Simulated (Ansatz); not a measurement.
# CoO: the cost of one run

Computed with Ansatz 0.2.0 (DFT PBE, scalar-relativistic, unless a step's input says otherwise).

### 1 The system as given

The structure is cubic, space group Fm-3m (No. 225). Conventional cell: a = 4.263 Å, b = 4.263 Å, c = 4.263 Å, α = 90.00°, β = 90.00°, γ = 90.00°. Co (site symmetry m-3m) is surrounded by 6 O at 2.13 Å. O (site symmetry m-3m) is surrounded by 6 Co at 2.13 Å.

As a file:

```
CELL_PARAMETERS angstrom
0.00000 2.13150 2.13150
2.13150 0.00000 2.13150
2.13150 2.13150 0.00000
ATOMIC_POSITIONS crystal
Co 0.00000 0.00000 0.00000
O 0.50000 0.50000 0.50000
```

Atoms are numbered in the order of the input: Co1, O2.

### 2 The deformed structure

Space group Fm-3m before, I4/mmm after.

### 3 All-electron LAPW

Input file input.yaml:

```yaml
crystal:
  lattice:
    - [0.0, 2.1315, 2.152815]
    - [2.1315, 0.0, 2.152815]
    - [2.1315, 2.1315, 0.0]
  atoms:
    - { symbol: Co, position: [0.0, 0.0, 0.0], spin: 2.0 }
    - { symbol: O, position: [0.5, 0.5, 0.5] }
magnetization:
  spin_polarized: true
kpoints:
  mp_grid: { grid: [16, 16, 16] }
  band_path:
    path:
      - [0.0, 0.0, 0.0]
      - [0.0, 0.5, 0.5]
      - [0.25, 0.75, 0.5]
      - [0.0, 0.5, 0.0]
      - [0.0, 0.0, 0.0]
      - [0.5, 0.5, 0.0]
      - [0.3725370062, 0.6274629938, 0.0]
      - [-0.3725370062, 0.3725370062, 0.0]
      - [0.0, 0.0, 0.0]
    npoints: 5
scf:
  occupations: { method: fermi_dirac, width: 0.05 }
hamiltonian:
  xc: pbe
  pseudopotentials: { kind: all_electron, lapw: { basis_error: 0.0005 } }
output:
  forces: true
  stress: true
  eigenvalues: true
```

Launch:

```
$ ansatz run input.yaml --threads 1 --pin off --max-ram 3072MiB --backend cpu --events-out ev --progress --plain --runs-dir out
```

What time and memory should one allow on 1 thread of Intel Xeon 6975P-C (Granite Rapids), shared host?

About 88 s, with a peak of 1.3 GiB.
